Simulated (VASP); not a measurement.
CuO:

```
CELL_PARAMETERS angstrom
0.00000 2.32725 2.32725
2.32725 0.00000 2.32725
2.32725 2.32725 0.00000
ATOMIC_POSITIONS crystal
Cu 0.00000 0.00000 0.00000
O 0.25000 0.25000 0.25000
```

Measurements of this composition are mostly on another form, of space group No. 15.

```yaml
Program: VASP 6.6.1
Task: relaxation of cell and atoms
Functional: r2SCAN
Potentials_or_basis: VASP PAW PBE potentials, release 64 (Cu, O)
Cutoff: 600 eV
k_mesh: 10 × 10 × 10
Occupations: gaussian, width 0.05 eV
Spin: no spin polarisation
```

At the start: pressure -14.6 GPa; volume 12.60 Å³/atom.

Question: Where does the relaxation end?

Answer: Over 3 steps the energy falls by 74.2 meV/atom and the volume is 11.15 Å³/atom (-11.5 %); space group F-43m (No. 216, to 0.05 Å).

Step by step:
| step | energy change (eV) | largest force (eV/Å) | pressure (GPa) | volume (Å³) |
| --- | --- | --- | --- | --- |
| 1 | 0.0000 | 0.0000 | -14.56 | 25.21 |
| 2 | -0.1219 | 0.0000 | 8.46 | 21.26 |
| 3 | -0.1484 | 0.0000 | -0.08 | 22.30 |

Final structure:
```
CELL_PARAMETERS angstrom
0.00000 2.23410 2.23410
2.23410 0.00000 2.23410
2.23410 2.23410 0.00000
ATOMIC_POSITIONS crystal
Cu 0.00000 0.00000 0.00000
O 0.25000 0.25000 0.25000
```

Caveat: the PAW data sets were made with another functional, which shifts forces and pressure a little; an odd number of electrons without spin polarisation forces a metal; a magnetic or distorted state may lie lower; the run has no spin polarisation, though such a crystal can be magnetic.
